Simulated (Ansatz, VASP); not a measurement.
SiC: VASP beside Ansatz

INCAR

```
SYSTEM = SiC
  PREC = Accurate
  ENCUT = 520
  EDIFF = 1E-6
  ISMEAR = 0
  SIGMA = 0.05
  LREAL = .FALSE.
  LASPH = .TRUE.
  NELM = 80
  ALGO = Normal
  ISIF = 2
  LWAVE = .FALSE.
  LCHARG = .FALSE.
  GGA = PS
  NBANDS = 26
```

KPOINTS

```
regular mesh
0
G
  12 12 4
  0 0 0
```

Contents of POSCAR:

```
SiC
1.0
    3.0780670649      0.0000000000      0.0000000000
   -1.5390335324      2.6656842728      0.0000000000
    0.0000000000      0.0000000000     10.0758090153
Si C
4 4
Direct
    0.6666666667      0.3333333333      0.9378278494
    0.3333333333      0.6666666667      0.4378278494
    0.0000000000      0.0000000000      0.6878973398
    0.0000000000      0.0000000000      0.1878973398
    0.6666666667      0.3333333333      0.7498191768
    0.3333333333      0.6666666667      0.2498191768
    0.0000000000      0.0000000000      0.5004546340
    0.0000000000      0.0000000000      0.0004546340
```

Input for Ansatz:

```yaml
crystal:
  lattice:
    - [3.0780670561, 0.0, 0.0]
    - [-1.539033528, 2.6656842651, 0.0]
    - [0.0, 0.0, 10.0758090271]
  atoms:
    - { symbol: Si, position: [0.6666666667, 0.3333333333, 0.9378278417] }
    - { symbol: Si, position: [0.3333333333, 0.6666666667, 0.4378278417] }
    - { symbol: Si, position: [0.0, 0.0, 0.6878973493] }
    - { symbol: Si, position: [0.0, 0.0, 0.1878973493] }
    - { symbol: C, position: [0.6666666667, 0.3333333333, 0.7498191684] }
    - { symbol: C, position: [0.3333333333, 0.6666666667, 0.2498191684] }
    - { symbol: C, position: [0.0, 0.0, 0.5004546406] }
    - { symbol: C, position: [0.0, 0.0, 0.0004546406] }
basis:
  ecutwfc: 520.0
kpoints:
  mp_grid: { grid: [12, 12, 4] }
hamiltonian:
  xc: pbesol
  pseudopotentials: { kind: paw, azcp: { folder: soft_1 } }
scf:
  occupations: { method: gaussian, width: 0.05 }
output:
  forces: true
  stress: true
  eigenvalues: true
```

The cell is a database's computed one.

Alike in both runs: task single point; functional PBEsol; k mesh 12 × 12 × 4; occupations gaussian, width 0.05 eV; no spin polarisation.

|  | VASP | Ansatz |
| --- | --- | --- |
| version | VASP 6.6.1 | Ansatz 0.2.0 |
| potentials or method | VASP PAW PBE potentials, release 64 (Si, C) | scalar-relativistic, plane waves, PAW |
| plane-wave cutoff (eV) | 520 | 520 |
| valence electrons in the cell | 32 | 32 |

|  | VASP | Ansatz | Ansatz less VASP |
| --- | --- | --- | --- |
| gap on the k mesh at the Fermi level (eV) | 2.11 | 2.12 | +0.008 |
| least direct gap on the mesh (eV) | 3.23 | 3.25 | +0.011 |
| pressure (GPa) | 0.4 | 0.0 | -0.35 |

With one functional, cell and mesh, what is left measures potentials, basis and numerics. Ansatz warned: «pseudo_functional_mismatch».

Caveats: the PAW data sets were made with another functional, which shifts forces and pressure a little (VASP). As with any semilocal functional, this PBEsol gap is likely too small. A k mesh can miss the band edges.
